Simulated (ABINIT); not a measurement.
Runs of ABINIT 10.8.3 (patched build) on MgO. Symmetry: Fm-3m, No. 225, cubic system. The conventional cell has a = 4.194 Å, b = 4.194 Å, c = 4.194 Å, α = 90.00°, β = 90.00°, γ = 90.00°. Around Mg (site symmetry m-3m) lie 6 O at 2.10 Å. Around O (site symmetry m-3m) lie 6 Mg at 2.10 Å. The cell is a database's computed one.

```tsv
task	level	potentials or basis	k mesh	cutoff (eV)	smearing	fine-grid cutoff	most SCF steps	thinning of the exchange mesh (fockdownsampling)	gap on the mesh (eV)	V0 of scaled cells (Å³/atom)	B0 (GPa)
band structure	PBE	JTH PAW PBE v2.0	11 × 11 × 11	626	fermi-dirac 0.05 eV	1224.51 eV	-	-	(a)	-	-
single point	HSE06	SPMS NC PBE v1.0	8 × 8 × 8	816	fixed	-	60	2 × 2 × 2	6.60	-	-
equation of state	LDA	JTH PAW LDA v2.0	11 × 11 × 11	626	fermi-dirac 0.05 eV	1224.51 eV	-	-	-	(b)	172
equation of state	BP86	JTH PAW PBE v2.0	11 × 11 × 11	626	fermi-dirac 0.05 eV	1224.51 eV	-	-	-	9.66	148
```

Alike in all rows: no spin polarisation; cell as given.

**Question.** Estimate the missing entries.

**Answer.** (a) 4.86; (b) 9.04.

Caveats: pressures at fixed basis lie under the slope of the energies (some runs); Libxc's HSE differs a little from that of other programs (some runs); the potentials were made for another functional, which shifts forces and pressure (some runs); the PAW data sets were made with another functional, which shifts forces and pressure a little (some runs).

